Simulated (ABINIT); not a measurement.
# Mg (P6_3/mmc) in ABINIT: notebook

Aim: see how the results for Mg move with the level of theory and the settings. Levels: PBE, LDA, rPW86PBE. Tasks: band structure, equation of state.

All numbers are computed with ABINIT 10.8.3 (patched build); they aren't measurements. Logs are shortened: lines on timing, memory, paths and dates and some standing lists are left out, and cuts for length are marked. The log counts tension as positive stress, the text compression.

## 1. The structure

Symmetry: P6_3/mmc, No. 194, hexagonal system. The conventional cell has a = 3.209 Å, b = 3.209 Å, c = 5.210 Å, α = 90.00°, β = 90.00°, γ = 120.00°. Mg (site symmetry -6m2) is surrounded by 12 Mg at 3.20 to 3.21 Å.

## 2. Band structure, PBE

run.abi

```
ndtset 2

pp_dirpath "./"
pseudos "Mg.upf"

acell 3*1.0
rprim
     6.0646980518     0.0000000000     0.0000000000
    -3.0323490259     5.2521825792     0.0000000000
     0.0000000000     0.0000000000     9.8460400271
ntypat 1
znucl 12
natom 2
typat 1 1
xred
     0.6666666667     0.3333333333     0.7500000000
     0.3333333333     0.6666666667     0.2500000000

ecut 42.0

ixc 11

occopt 3
tsmear 0.05 eV

nstep 100

iomode 3
prtwf 0
prteig 0
prtebands 0
enunit 1
prtden1 1
prtvha1 1
prtvclmb1 1
prtpot1 1
prtelf1 1

kptopt1 1
ngkpt1 10 10 5
nshiftk1 1
shiftk1 0.0 0.0 0.0
nband1 14
tolvrs1 1.0e-10

iscf2 -2
getden2 1
nband2 18
nbdbuf2 2
tolwfr2 1.0e-12
kptopt2 -7
ndivsm2 6
prteig2 1
kptbounds2
     0.0000000000     0.0000000000     0.0000000000
     0.5000000000     0.0000000000     0.0000000000
     0.3333333333     0.3333333333     0.0000000000
     0.0000000000     0.0000000000     0.0000000000
     0.0000000000     0.0000000000     0.5000000000
     0.5000000000     0.0000000000     0.5000000000
     0.3333333333     0.3333333333     0.5000000000
     0.0000000000     0.0000000000     0.5000000000
```

Potentials or basis: PseudoDojo NC SR PBE v0.5 standard.

The run is started by

```bash
$ abinit run.abi > log 2>&1
```

run.abo:

```text
.Version 10.8.3 of ABINIT
 DATASET    1 : space group P6_3/m m c (#194); Bravais hP (primitive hexag.)
================================================================================
 Values of the parameters that define the memory need for DATASET  1.
     intxc =       0    ionmov =       0      iscf =       7    lmnmax =       4
     lnmax =       4     mgfft =      60  mpssoang =       2    mqgrid =    3001
     natom =       2  nloc_mem =       1    nspden =       1   nspinor =       1
    nsppol =       1      nsym =      24    n1xccc =       0    ntypat =       1
    occopt =       3   xclevel =       2
       mpw =        4109          nfft =       77760          nkpt =          42
================================================================================
================================================================================

 DATASET    2 : space group P6_3/m m c (#194); Bravais hP (primitive hexag.)
================================================================================
 Values of the parameters that define the memory need for DATASET  2.
     intxc =       0    ionmov =       0      iscf =      -2    lmnmax =       4
     lnmax =       4     mgfft =      60  mpssoang =       2    mqgrid =    3001
     natom =       2  nloc_mem =       1    nspden =       1   nspinor =       1
    nsppol =       1      nsym =      24    n1xccc =       0    ntypat =       1
    occopt =       3   xclevel =       2
       mpw =        4110          nfft =       77760          nkpt =          67
================================================================================
================================================================================

--------------------------------------------------------------------------------
------------- Echo of variables that govern the present computation ------------
--------------------------------------------------------------------------------
 -outvars: echo values of preprocessed input variables --------
            acell      1.0000000000E+00  1.0000000000E+00  1.0000000000E+00 Bohr
              amu      2.43050000E+01
             ecut      4.20000000E+01 Hartree
           enunit           1
           getden1          0
           getden2          1
             iscf1          7
             iscf2         -2
                       outvar_i_n : Printing only first  50 k-points.
              ixc          11
           jdtset        1    2
                       outvar_i_n : Printing only first  50 k-points.
           kptopt1          1
           kptopt2         -7
         kptrlatt       10    0    0      0   10    0      0    0    5
          kptrlen1     4.92302001E+01
          kptrlen2     3.00000000E+01
            natom           2
            nband1         14
            nband2         18
           nbdbuf1          0
           nbdbuf2          2
           ndtset           2
           ndivsm1          0
           ndivsm2          6
            ngfft          36      36      60
             nkpt1         42
             nkpt2         67
            nstep         100
             nsym          24
           ntypat           1
           occopt           3
        prtebands           0
           prteig1          0
           prteig2          1
           prtelf1          1
           prtelf2          0
           prtpot1          1
           prtpot2          0
         prtvclmb1          1
         prtvclmb2          0
           prtvha1          1
           prtvha2          0
            prtwf           0
            rprim      6.0646980518E+00  0.0000000000E+00  0.0000000000E+00
                      -3.0323490259E+00  5.2521825792E+00  0.0000000000E+00
                       0.0000000000E+00  0.0000000000E+00  9.8460400271E+00
           shiftk1     0.00000000E+00  0.00000000E+00  0.00000000E+00
           shiftk2     5.00000000E-01  5.00000000E-01  5.00000000E-01
          spgroup         194
           tolvrs1     1.00000000E-10
           tolvrs2     0.00000000E+00
[... 212 lines left out ...]

================================================================================
 Non-SCF case, kpt    1 (  0.00000  0.00000  0.00000), residuals and eigenvalues=
  1.56E-13  1.99E-13  5.07E-13  6.09E-13  4.41E-13  8.61E-13  4.25E-13  1.87E-13
  1.52E-13  1.72E-13  5.25E-13  4.07E-13  4.25E-13  2.12E-13  5.76E-13  7.03E-13
  4.49E-09  7.13E-05
 -2.6516E+00 -2.6515E+00 -1.4311E+00 -1.4302E+00 -1.4302E+00 -1.4300E+00
 -1.4300E+00 -1.4300E+00 -1.0958E-01  8.2351E-02  9.7747E-02  5.4486E-01
  5.4486E-01  5.4694E-01  5.4694E-01  5.7785E-01  6.3373E-01  6.7469E-01
 Non-SCF case, kpt    2 (  0.04545  0.00000  0.00000), residuals and eigenvalues=
  1.80E-13  1.70E-13  1.64E-13  1.68E-13  2.26E-13  3.49E-13  1.65E-13  1.70E-13
  1.10E-13  5.68E-13  6.38E-13  1.46E-13  6.50E-13  4.33E-13  4.57E-13  6.07E-13
  1.20E-06  9.71E-05
 -2.6516E+00 -2.6515E+00 -1.4311E+00 -1.4302E+00 -1.4302E+00 -1.4300E+00
 -1.4300E+00 -1.4300E+00 -1.0809E-01  8.3708E-02  9.9193E-02  5.0277E-01
  5.1946E-01  5.4646E-01  5.7458E-01  5.9765E-01  6.5141E-01  6.7090E-01
[... 441 lines left out ...]
 Non-SCF case, kpt   66 (  0.02564  0.02564  0.50000), residuals and eigenvalues=
  2.93E-13  2.60E-13  1.63E-13  4.52E-13  1.76E-13  4.54E-13  1.33E-13  3.13E-13
  6.92E-14  1.63E-13  1.93E-13  2.40E-13  6.69E-13  1.85E-13  7.62E-13  4.28E-13
  2.21E-05  2.11E-05
 -2.6516E+00 -2.6516E+00 -1.4305E+00 -1.4305E+00 -1.4301E+00 -1.4301E+00
 -1.4301E+00 -1.4301E+00 -5.7339E-02 -5.7339E-02  3.2862E-01  3.2862E-01
  5.4527E-01  5.4527E-01  5.5768E-01  5.5768E-01  6.1634E-01  6.1652E-01
 Non-SCF case, kpt   67 (  0.00000  0.00000  0.50000), residuals and eigenvalues=
  4.90E-13  9.21E-13  7.48E-14  5.75E-13  2.68E-13  4.65E-13  1.90E-13  6.65E-13
  1.40E-13  4.74E-13  1.40E-13  6.23E-13  9.72E-13  4.66E-13  3.54E-13  8.51E-13
  4.42E-12  3.62E-11
 -2.6516E+00 -2.6516E+00 -1.4305E+00 -1.4305E+00 -1.4301E+00 -1.4301E+00
 -1.4301E+00 -1.4301E+00 -5.8737E-02 -5.8737E-02  3.2748E-01  3.2748E-01
  5.7298E-01  5.7298E-01  5.7298E-01  5.7298E-01  6.1146E-01  6.1146E-01

--- !ResultsGS
iteration_state: {dtset: 2, }
comment   : Summary of ground state results
lattice_vectors:
- [  6.0646981,   0.0000000,   0.0000000, ]
- [ -3.0323490,   5.2521826,   0.0000000, ]
- [  0.0000000,   0.0000000,   9.8460400, ]
lattice_lengths: [   6.06470,    6.06470,    9.84604, ]
lattice_angles: [ 90.000,  90.000, 120.000, ] # degrees, (23, 13, 12)
lattice_volume:   3.1362494E+02
convergence: {deltae:  0.000E+00, res2:  0.000E+00, residm:  9.981E-13, diffor:  0.000E+00, }
etotal    :  -1.18792358E+02
entropy   :   0.00000000E+00
fermie    :   1.44439891E-01
cartesian_stress_tensor: null
pressure_GPa: null
xred      :
- [  6.6667E-01,   3.3333E-01,   7.5000E-01, Mg]
- [  3.3333E-01,   6.6667E-01,   2.5000E-01, Mg]
cartesian_forces: null
force_length_stats: {min: null, max: null, mean: null, }
...

 Integrated electronic density in atomic spheres:
 ------------------------------------------------
 Atom  Sphere_radius  Integrated_density
    1        2.00000          8.29416720
    2        2.00000          8.29416720
================================================================================

 ----iterations are completed or convergence reached----

 Mean square residual over all n,k,spin=   37.062E-14; max=  99.812E-14
 reduced coordinates (array xred) for    2 atoms
       0.666666666667      0.333333333333      0.750000000000
       0.333333333333      0.666666666667      0.250000000000

 cartesian coordinates (angstrom) at end:
    1      1.60464999892158     0.92644510884295     3.90772499733401
    2     -0.00000000000000     1.85289021768590     1.30257499911134
 length scales=  1.000000000000  1.000000000000  1.000000000000 bohr
              =  0.529177210544  0.529177210544  0.529177210544 angstroms
 Eigenvalues (   eV  ) for nkpt=  67  k points:
 kpt#   1, nband= 18, wtk=  1.00000, kpt=  0.0000  0.0000  0.0000 (reduced coord)
 -72.15399  -72.15122  -38.94222  -38.91684  -38.91684  -38.91220  -38.91220  -38.91153
  -2.98175    2.24090    2.65983   14.82641   14.82641   14.88303   14.88303   15.72400
  17.24458   18.35934
 kpt#   2, nband= 18, wtk=  1.00000, kpt=  0.0455  0.0000  0.0000 (reduced coord)
 -72.15394  -72.15120  -38.94202  -38.91729  -38.91699  -38.91267  -38.91228  -38.91161
  -2.94127    2.27780    2.69919   13.68104   14.13529   14.86994   15.63516   16.26278
  17.72568   18.25600
 kpt#   3, nband= 18, wtk=  1.00000, kpt=  0.0909  0.0000  0.0000 (reduced coord)
 -72.15380  -72.15113  -38.94144  -38.91859  -38.91742  -38.91402  -38.91252  -38.91187
  -2.81995    2.38853    2.81688   12.29094   13.48332   14.30775   16.45341   16.62229
  16.99601   17.86263
 kpt#   4, nband= 18, wtk=  1.00000, kpt=  0.1364  0.0000  0.0000 (reduced coord)
 -72.15358  -72.15103  -38.94050  -38.92064  -38.91808  -38.91615  -38.91291  -38.91229
  -2.61813    2.57317    3.01164   10.90527   12.89968   13.65665   15.63550   16.16866
  17.15847   17.56830
 kpt#   5, nband= 18, wtk=  1.00000, kpt=  0.1818  0.0000  0.0000 (reduced coord)
[... 237 lines left out ...]
  -1.25650   -1.25650    9.18060    9.18060   12.48805   12.48805   13.38364   13.38364
  17.12662   17.12695
 kpt#  65, nband= 18, wtk=  1.00000, kpt=  0.0513  0.0513  0.5000 (reduced coord)
 -72.15247  -72.15247  -38.92719  -38.92719  -38.91572  -38.91572  -38.91495  -38.91495
  -1.44623   -1.44623    9.03437    9.03437   13.66476   13.66476   14.33244   14.33244
  16.94442   16.94548
 kpt#  66, nband= 18, wtk=  1.00000, kpt=  0.0256  0.0256  0.5000 (reduced coord)
 -72.15257  -72.15257  -38.92697  -38.92697  -38.91484  -38.91484  -38.91463  -38.91463
  -1.56026   -1.56026    8.94233    8.94233   14.83757   14.83757   15.17518   15.17518
  16.77147   16.77631
 kpt#  67, nband= 18, wtk=  1.00000, kpt=  0.0000  0.0000  0.5000 (reduced coord)
 -72.15260  -72.15260  -38.92691  -38.92691  -38.91452  -38.91452  -38.91452  -38.91452
  -1.59831   -1.59831    8.91108    8.91108   15.59159   15.59159   15.59159   15.59159
  16.63858   16.63858

== END DATASET(S) ==============================================================
================================================================================

 -outvars: echo values of variables after computation  --------
            acell      1.0000000000E+00  1.0000000000E+00  1.0000000000E+00 Bohr
           etotal1    -1.1879235790E+02
            fcart1     5.5498336441E-30  1.6020989742E-29 -5.3413074566E-32
                      -5.5498336441E-30 -1.6020989742E-29  5.3413074566E-32
            rprim      6.0646980518E+00  0.0000000000E+00  0.0000000000E+00
                      -3.0323490259E+00  5.2521825792E+00  0.0000000000E+00
                       0.0000000000E+00  0.0000000000E+00  9.8460400271E+00
           strten1     2.5347235996E-05  2.5347235911E-05 -1.4640827943E-05
                       0.0000000000E+00  0.0000000000E+00  0.0000000000E+00
           xangst      1.6046499989E+00  9.2644510884E-01  3.9077249973E+00
                      -2.4018038727E-17  1.8528902177E+00  1.3025749991E+00
             xred      6.6666666667E-01  3.3333333333E-01  7.5000000000E-01
                       3.3333333333E-01  6.6666666667E-01  2.5000000000E-01
 Calculation completed.
```

Run time: 96 s. Hardware: 1 thread of Arm Neoverse V1, shared host; peak memory 0.14 GiB.

What came out:

```
Free energy                                           : -3232.5047 eV
Pressure                                              : -0.4 GPa
Band gap on the k mesh                                : none (metal or under the smearing width)
Valence electrons inside the program's atomic spheres : Mg 8.29 (radii [1.0584] Å)
```

Levels at the corners of the path, in eV from the Fermi level:
```tsv
point	band 7	band 8	band 9	band 10	band 11	band 12	band 13	band 14
Γ	-42.84	-42.84	-6.91	-1.69	-1.27	10.90	10.90	10.95
M	-42.85	-42.85	-2.15	-2.15	2.62	3.00	3.21	3.64
K	-42.85	-42.85	-0.63	-0.62	-0.62	4.09	4.09	4.26
Γ	-42.84	-42.84	-6.91	-1.69	-1.27	10.90	10.90	10.95
A	-42.84	-42.84	-5.53	-5.53	4.98	4.98	11.66	11.66
L	-42.85	-42.85	-1.12	-1.12	-0.47	-0.47	7.96	7.96
H	-42.85	-42.85	0.18	0.18	0.66	0.66	1.49	1.49
A	-42.84	-42.84	-5.53	-5.53	4.98	4.98	11.66	11.66
```

## 3. Band structure, LDA

Edit run.abi of step 2 so:

```diff
@@ -3,9 +3,9 @@
 pp_dirpath "./"
-pseudos "Mg.upf"
+pseudos "Mg.hgh"
 
-acell 3*1.0
+acell 3*1.0 Angstrom
 rprim
-     6.0646980518     0.0000000000     0.0000000000
-    -3.0323490259     5.2521825792     0.0000000000
-     0.0000000000     0.0000000000     9.8460400271
+     3.2093000000     0.0000000000     0.0000000000
+    -1.6046500000     2.7793353284     0.0000000000
+     0.0000000000     0.0000000000     5.2103000000
 ntypat 1
@@ -18,5 +18,5 @@
 
-ecut 42.0
+ecut 16.0
 
-ixc 11
+ixc 7
 
@@ -42,3 +42,3 @@
 shiftk1 0.0 0.0 0.0
-nband1 14
+nband1 6
 tolvrs1 1.0e-10
@@ -47,3 +47,3 @@
 getden2 1
-nband2 18
+nband2 10
 nbdbuf2 2
@@ -51,4 +51,5 @@
 kptopt2 -7
-ndivsm2 6
+ndivsm2 8
 prteig2 1
+prtvol2 -3
 kptbounds2
```

Potentials or basis: HGH LDA.

The run is started by

```bash
$ abinit run.abi > log 2>&1
```

run.abo:

```text
.Version 10.8.3 of ABINIT
 DATASET    1 : space group P6_3/m m c (#194); Bravais hP (primitive hexag.)
================================================================================
 Values of the parameters that define the memory need for DATASET  1.
     intxc =       0    ionmov =       0      iscf =       7    lmnmax =       3
     lnmax =       3     mgfft =      36  mpssoang =       2    mqgrid =    3001
     natom =       2  nloc_mem =       1    nspden =       1   nspinor =       1
    nsppol =       1      nsym =      24    n1xccc =       0    ntypat =       1
    occopt =       3   xclevel =       1
       mpw =         979          nfft =       20736          nkpt =          42
================================================================================
================================================================================

 DATASET    2 : space group P6_3/m m c (#194); Bravais hP (primitive hexag.)
================================================================================
[... 1050 lines left out ...]
  17.23227   17.23968
 kpt#  91, nband= 10, wtk=  1.00000, kpt=  0.0000  0.0000  0.5000 (reduced coord)
  -0.90560   -0.90560    9.59504    9.59504   16.29111   16.29111   16.29111   16.29111
  17.07936   17.07936

== END DATASET(S) ==============================================================
================================================================================

 -outvars: echo values of variables after computation  --------
            acell      1.8897261259E+00  1.8897261259E+00  1.8897261259E+00 Bohr
           etotal1    -1.7960789097E+00
            fcart1    -2.7749168202E-30 -3.2041979462E-30 -0.0000000000E+00
                       2.7749168202E-30  3.2041979462E-30 -0.0000000000E+00
            rprim      3.2093000000E+00  0.0000000000E+00  0.0000000000E+00
                      -1.6046500000E+00  2.7793353284E+00  0.0000000000E+00
                       0.0000000000E+00  0.0000000000E+00  5.2103000000E+00
           strten1     1.0436547255E-04  1.0436547256E-04  5.9803023783E-05
                       0.0000000000E+00  0.0000000000E+00  0.0000000000E+00
           xangst      1.6046500000E+00  9.2644510947E-01  3.9077250000E+00
                       5.4315924094E-17  1.8528902189E+00  1.3025750000E+00
             xred      6.6666666667E-01  3.3333333333E-01  7.5000000000E-01
                       3.3333333333E-01  6.6666666667E-01  2.5000000000E-01
 Calculation completed.
```

It took 12 s on 1 thread of Arm Neoverse V1, shared host; peak memory 0.11 GiB.

Results:

```
Free energy                                           : -48.8738 eV
Pressure                                              : -2.6 GPa
Band gap on the k mesh                                : none (metal or under the smearing width)
Valence electrons inside the program's atomic spheres : Mg 0.35 (radii [1.0584] Å)
```

Levels at the corners of the path, in eV from the Fermi level:
```
point  band 1  band 2  band 3  band 4  band 5  band 6  band 7
    Γ   -6.91   -1.67   -1.30   10.80   10.80   10.89   10.89
    M   -2.17   -2.13    2.62    3.07    3.17    3.62    6.70
    K   -0.63   -0.63   -0.59    4.08    4.08    4.24    4.94
    Γ   -6.91   -1.67   -1.30   10.80   10.80   10.89   10.89
    A   -5.53   -5.53    4.97    4.97   11.67   11.67   11.67
    L   -1.10   -1.10   -0.49   -0.49    7.88    7.88    8.07
    H    0.19    0.19    0.69    0.69    1.42    1.42   10.57
    A   -5.53   -5.53    4.97    4.97   11.67   11.67   11.67
```

Caveat: HGH potentials are hard and often keep d shells in the core, so these values are rough.

[end of part 1 of 2]
